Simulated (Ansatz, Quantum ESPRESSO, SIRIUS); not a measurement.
# CeO2: energy against volume and a worked fit

```cif
data_structure
_symmetry_space_group_name_H-M 'Fm-3m'
_symmetry_Int_Tables_number 225
_cell_length_a 5.4073
_cell_length_b 5.4073
_cell_length_c 5.4073
_cell_angle_alpha 90.000
_cell_angle_beta 90.000
_cell_angle_gamma 90.000
_cell_volume 158.10
loop_
_atom_site_label
_atom_site_type_symbol
_atom_site_symmetry_multiplicity
_atom_site_Wyckoff_symbol
_atom_site_fract_x
_atom_site_fract_y
_atom_site_fract_z
_atom_site_occupancy
Ce1 Ce 4 a 0.00000 0.00000 0.00000 1
O1 O 8 c 0.25000 0.25000 0.75000 1
```

The cell was scaled at fixed shape and fractions and run with Ansatz, Ansatz PAW, cutoff 420 eV; LDA, k mesh 9 × 9 × 9 on the cell of 3 atoms, fermi-dirac occupations of 0.05 eV, collinear spin, ferromagnetic start, no spin-orbit coupling. The potentials were made for PBE. Energies are those that the program minimises, any entropy of the smearing included. The magnetic state is the one that the start led to, which needn't be the lowest. Plain semilocal runs treat an open f shell poorly.

```tsv
V (Å³/atom)	energy over the lowest row (meV/atom)
12.3848	9.87
12.6483	?
12.9118	0.00
13.1753	5.44
13.4388	17.05
13.7023	34.03
13.9658	55.70
```

Q: Fit the third-order Birch-Murnaghan form, give V0, B0 and B′, and predict the energy left open.

A: With y = (V0/V)^(2/3), E = E0 + (9 V0 B0/16) [(y - 1)³ B′ + (y - 1)² (6 - 4y)]. Least squares through the rows shown give V0 = 12.8233 Å³/atom, E0 = -0.43 meV, B0 = 206.7 GPa (1 eV/Å³ = 160.218 GPa) and B′ = 4.50, with a largest miss of 0.06 meV, so B0 and B′ are loose. At V = 12.6483 the form with these constants gives 1.15 meV; the run gave 1.18 meV an atom. Other set-ups at this level, from all their volumes (Å³/atom, GPa): Ansatz, all-electron LAPW, scalar-relativistic: V0 12.828, B0 206.4; Quantum ESPRESSO, SSSP 1.3 efficiency PBE (made for PBE): V0 12.895, B0 205.2; SIRIUS, all-electron FP-LAPW, apw+lo standard: V0 12.826, B0 208.4.
